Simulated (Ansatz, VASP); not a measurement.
This is a calculation of Sb for VASP 6.6.1.

Contents of INCAR:

```
SYSTEM = Sb
  ALGO = Normal
  EDIFF = 1E-7
  ENCUT = 520
  GGA = PE
  ISIF = 2
  ISMEAR = -1
  LASPH = .TRUE.
  LCHARG = .FALSE.
  LREAL = .FALSE.
  LWAVE = .FALSE.
  NBANDS = 8
  NELM = 100
  PREC = Accurate
  SIGMA = 0.05
```

KPOINTS

```
k-points
0
G
  8 8 8
  0 0 0
```

File POSCAR:

```
Sb
1.0
    3.1809277622      0.0000000000      0.0000000000
    0.0000000000      3.1809277622      0.0000000000
    0.0000000000      0.0000000000      3.1809277622
Sb
1
Direct
    0.0000000000      0.0000000000      0.0000000000
```

Potentials or basis: VASP PAW PBE potentials, release 64 (Sb).

Command:

```bash
$ cat potpaw_PBE.64/Sb/POTCAR > POTCAR
$ mpirun -np 1 vasp_std > vasp.out
```

Task: Set up the same calculation for Ansatz 0.2.0. Potentials there: Ansatz PAW.

Result: As run (the cutoff follows the program's own potentials):

File input.yaml:

```yaml
crystal:
  lattice:
    - [3.1809277622, 0.0, 0.0]
    - [0.0, 3.1809277622, 0.0]
    - [0.0, 0.0, 3.1809277622]
  atoms:
    - { symbol: Sb, position: [0.0, 0.0, 0.0] }
hamiltonian:
  xc: pbe
  pseudopotentials: { kind: paw }
kpoints:
  mp_grid: { grid: [8, 8, 8] }
scf:
  occupations: { method: fermi_dirac, width: 0.05 }
output:
  forces: true
  stress: true
  eigenvalues: true
```

Potentials or basis: Ansatz PAW.

Launch:

```bash
$ ansatz run input.yaml --threads 1 --pin off --max-ram 3584MiB --backend cpu --events-out ev --progress --plain --runs-dir out
```

Both were run:

|  | VASP | Ansatz | Ansatz less VASP |
| --- | --- | --- | --- |
| gap on the k mesh at the Fermi level (eV) | none | none | - |
| pressure (GPa) | -3.2 | -3.1 | +0.05 |

A gap of «none» marks a metal or a gap that the smearing closes. The two sets of potentials don't hold the same shells in valence.

The runs have no spin-orbit coupling, so splittings on Sb are missing.
